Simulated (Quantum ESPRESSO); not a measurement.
A calculation with Quantum ESPRESSO 7.5 of InPd (ASE script, Cartesian positions):

Contents of run.py:

```python
import numpy as np
from ase.calculators.espresso import Espresso, EspressoProfile
from ase.io import read

atoms = read('InPd.xyz')

input_data = {
    'control': {'calculation': 'scf', 'prefix': 'pwscf', 'outdir': './tmp', 'tprnfor': True, 'tstress': True, 'disk_io': 'nowf'},
    'system': {'ecutwfc': 56.0, 'ecutrho': 448.0, 'nbnd': 22, 'occupations': 'smearing', 'smearing': 'fd', 'degauss': 0.00367493},
    'electrons': {'conv_thr': 4e-10, 'electron_maxstep': 120, 'mixing_beta': 0.5},
}
pseudopotentials = {'In': 'in_pbesol_v1.4.uspp.F.UPF', 'Pd': 'pd_pbesol_v1.4.uspp.F.UPF'}
profile = EspressoProfile(command='mpirun -n 2 pw.x -nk 2', pseudo_dir='pseudo')
dft = Espresso(profile=profile, input_data=input_data, pseudopotentials=pseudopotentials, kpts=(8, 8, 8), koffset=(0, 0, 0))
atoms.calc = dft

print(f'energy {atoms.get_potential_energy():.8f} eV')
print('forces (eV/A)')
print(np.round(atoms.get_forces(), 6))
print('stress (eV/A^3, Voigt)')
print(np.round(atoms.get_stress(), 8))
print(f'Fermi level {dft.get_fermi_level():.4f} eV')
```

File InPd.xyz:

```xyz
2
Lattice="3.2718847800 0.0000000000 0.0000000000 0.0000000000 3.2718847800 0.0000000000 0.0000000000 0.0000000000 3.2718847800" Properties=species:S:1:pos:R:3 pbc="T T T"
In     0.0000000000      0.0000000000      0.0000000000
Pd     1.6359423900      1.6359423900      1.6359423900
```

Potentials or basis: GBRV 1.5 PBEsol.

Command:

```sh
$ OMP_NUM_THREADS=1 python run.py
```

The cell comes from a database or a generator and needn't be the stable form of this composition.

Question: Write the same calculation in another form: native input, structure typed inline.

Answer: As run:

pw.in

```
&CONTROL
  calculation = 'scf'
  prefix = 'pwscf'
  outdir = './tmp'
  pseudo_dir = './pseudo'
  tprnfor = .true.
  tstress = .true.
  disk_io = 'low'
/
&SYSTEM
  ibrav = 0
  nat = 2
  ntyp = 2
  ecutwfc = 56
  ecutrho = 448
  nbnd = 22
  occupations = 'smearing'
  smearing = 'fd'
  degauss = 0.00367493
/
&ELECTRONS
  conv_thr = 4d-10
  electron_maxstep = 120
  mixing_beta = 0.5
/
ATOMIC_SPECIES
In   114.8180 in_pbesol_v1.4.uspp.F.UPF
Pd   106.4200 pd_pbesol_v1.4.uspp.F.UPF
CELL_PARAMETERS angstrom
   3.2718847800    0.0000000000    0.0000000000
   0.0000000000    3.2718847800    0.0000000000
   0.0000000000    0.0000000000    3.2718847800
ATOMIC_POSITIONS crystal
In     0.0000000000    0.0000000000    0.0000000000
Pd     0.5000000000    0.5000000000    0.5000000000
K_POINTS automatic
8 8 8 0 0 0
```

Contents of pp_density.in:

```
&INPUTPP
  prefix = 'pwscf'
  outdir = './tmp'
  filplot = 'density.dat'
  plot_num = 0
/
&PLOT
  nfile = 1
  filepp(1) = 'density.dat'
  iflag = 3
  output_format = 6
  fileout = 'density.cube'
/
```

File pp_potential.in:

```
&INPUTPP
  prefix = 'pwscf'
  outdir = './tmp'
  filplot = 'potential.dat'
  plot_num = 11
/
&PLOT
  nfile = 1
  filepp(1) = 'potential.dat'
  iflag = 3
  output_format = 6
  fileout = 'potential.cube'
/
```

Potentials or basis: GBRV 1.5 PBEsol.

Command:

```bash
$ OMP_NUM_THREADS=1 mpirun -n 2 pw.x -nk 2 -in pw.in > pw.out
$ OMP_NUM_THREADS=1 mpirun -n 1 pp.x -in pp_density.in > pp_density.out
$ OMP_NUM_THREADS=1 mpirun -n 1 pp.x -in pp_potential.in > pp_potential.out
```

Both were run:

|  | ASE script, Cartesian positions | native input, structure typed inline |
| --- | --- | --- |
| Pressure | -3.4 GPa | -3.4 GPa |
| Band gap on the k mesh | none (metal or under the smearing width) | none (metal or under the smearing width) |

Keys that steer only the numerical path or the files written may differ.
